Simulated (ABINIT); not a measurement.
The system is NaH.

```xyz
2
Lattice="0.0000 2.4400 2.4400 2.4400 0.0000 2.4400 2.4400 2.4400 0.0000" Properties=species:S:1:pos:R:3 pbc="T T T"
Na    0.0000    0.0000    0.0000
H     2.4400    2.4400    2.4400
```

Base run:

* Program: ABINIT 10.8.3 (patched build)
* Functional: PBEsol
* Potentials or basis: SPMS NC PBE v1.0
* Cutoff: 599 eV
* k mesh: 6 × 6 × 6
* Occupations: fixed
* Spin: no spin polarisation

Its results: band gap on the k mesh 3.57 eV, indirect (least direct gap 4.39 eV); pressure -1.2 GPa.

Question: The run is repeated on the same cell with these changes: functional from PBEsol to HSE06. What comes out?

Answer: Band gap on the k mesh 4.78 eV, indirect (least direct gap 5.65 eV); pressure -1.0 GPa.

HSE06 gives the wider gap, since exact exchange removes part of the self-interaction.

Caveats: the potentials were made for another functional, which shifts forces and pressure; Libxc's HSE differs a little from that of other programs (some runs).

A k mesh can miss the band edges.
